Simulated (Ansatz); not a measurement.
Below is the output of a Python script on Ansatz's Python interface that makes a single point from an input typed as a dict of CsSnBr₃, space group Pm-3m. Write a script that gives it. Settings: LDA, PAW, cutoff 476 eV, 3×3×3 k-points, fixed occupations.

```xyz
5
Lattice="5.8390 0.0000 0.0000 0.0000 5.8390 0.0000 0.0000 0.0000 5.8390" Properties=species:S:1:pos:R:3 pbc="T T T"
Cs    0.0000    0.0000    0.0000
Sn    2.9195    2.9195    2.9195
Br    2.9195    0.0000    2.9195
Br    2.9195    2.9195    0.0000
Br    0.0000    2.9195    2.9195
```

`python deck_cssnbr3.py` gives:
```text
CsSnBr3: -19471.994385 eV = -1431.165203 Ry = -715.582602 Ha
Fermi level 2.5027 eV, 4 k-points, 48 symmetry operations
gap on the k mesh: 3.231 eV
lowest empty less highest filled band, by band count: 3.231 eV
```

The script that was run (others could print the same):

`deck_cssnbr3.py`:
```python
"""Single point of CsSnBr3 through the engine session."""

import json

import ansatz as az

deck = {
    "crystal": {
        "lattice": [[5.839006, 0.0, 0.0], [0.0, 5.839006, 0.0], [0.0, 0.0, 5.839006]],
        "atoms": [
            {"symbol": "Cs", "position": [0.0, 0.0, 0.0]},
            {"symbol": "Sn", "position": [0.5, 0.5, 0.5]},
            {"symbol": "Br", "position": [0.5, 0.0, 0.5]},
            {"symbol": "Br", "position": [0.5, 0.5, 0.0]},
            {"symbol": "Br", "position": [0.0, 0.5, 0.5]},
        ],
    },
    "kpoints": {"mp_grid": {"kspacing": 0.4}},
    "hamiltonian": {"xc": "lda"},
    "scf": {"occupations": {"method": "fixed"}},
    "basis": {"ecutwfc": "35 Ry"},
    "output": {"stress": True, "eigenvalues": True},
}

out = az.Session.from_dict(deck).plan().execute()
data = out.report

energy = data["free_energy_ev"]
print("CsSnBr3: {:.6f} eV = {:.6f} Ry = {:.6f} Ha".format(energy, energy / 13.605693, energy / 27.211386))
print("Fermi level {:.4f} eV, {} k-points, {} symmetry operations".format(data["fermi_energy_ev"], data["n_kpoints"], data["n_symmetry_ops"]))

gap = None if "band_edges_ev" not in data else data["band_edges_ev"][1] - data["band_edges_ev"][0]
print("gap on the k mesh:", "withheld (metal, or smearing too wide to tell)" if gap is None else f"{gap:.3f} eV")
print("lowest empty less highest filled band, by band count:", round(data["gap_by_band_count_ev"], 3), "eV")

keep = ["free_energy_ev", "energy_sigma0_ev", "fermi_energy_ev", "n_iterations", "converged", "magnetization_mub", "n_kpoints"]
with open("cssnbr3.json", "w") as handle:
    json.dump({key: data[key] for key in keep}, handle, indent=1)
```

Caveats:
- Total energies depend on the potentials; only differences at equal settings carry meaning. A total without «per atom» is that of the cell as typed.
- Along an axis with an odd division the mesh misses the point at one half; a gap read on a finite mesh is an upper bound on this functional's gap.
- Semilocal gaps usually lie well under measured ones.
- With fixed filling the reported Fermi level is the top filled level among the k-points of the SCF.
- An absolute Fermi energy rests on an arbitrary zero of the periodic potential and has no direct meaning.
- The structure comes from a database of computed cells and needn't be a stable or known phase.
- Levels are Kohn-Sham eigenvalues on this mesh, without spin-orbit coupling.
- The whole script took 2.1 s on 1 thread of Arm Neoverse V2, with other jobs on the host, peak memory 0.45 GiB.

(Lines on the test bed's own set-up are left out of the output.)
